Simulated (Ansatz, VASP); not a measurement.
**One calculation of Sc, two programs**

```
CELL_PARAMETERS angstrom
-1.84573 1.84573 1.84573
1.84573 -1.84573 1.84573
1.84573 1.84573 -1.84573
ATOMIC_POSITIONS crystal
Sc 0.00000 0.00000 0.00000
```

Alike in both runs: functional r2SCAN; k mesh 12 × 12 × 12; occupations fermi-dirac, width 0.1 eV; no spin polarisation.

Ansatz relaxed the structure, and its values are those at the end. VASP's run is a single point on that final structure, the one shown.

|  | VASP | Ansatz |
| --- | --- | --- |
| version | VASP 6.6.1 | Ansatz 0.2.0 |
| potentials or method | VASP PAW PBE potentials, release 64 (Sc_sv) | plane waves (500 eV) with PAW, scalar-relativistic |
| plane-wave cutoff (eV) | 520 | 500 |
| valence electrons in the cell | 11 | 11 |

|  | VASP | Ansatz | Ansatz less VASP |
| --- | --- | --- | --- |
| pressure (GPa) | 0.2 | 0.0 | -0.18 |

The functional is the same, so the differences come from potentials, cutoffs and numerics.

Caveats: the PAW data sets were made with another functional, which shifts forces and pressure a little (VASP).
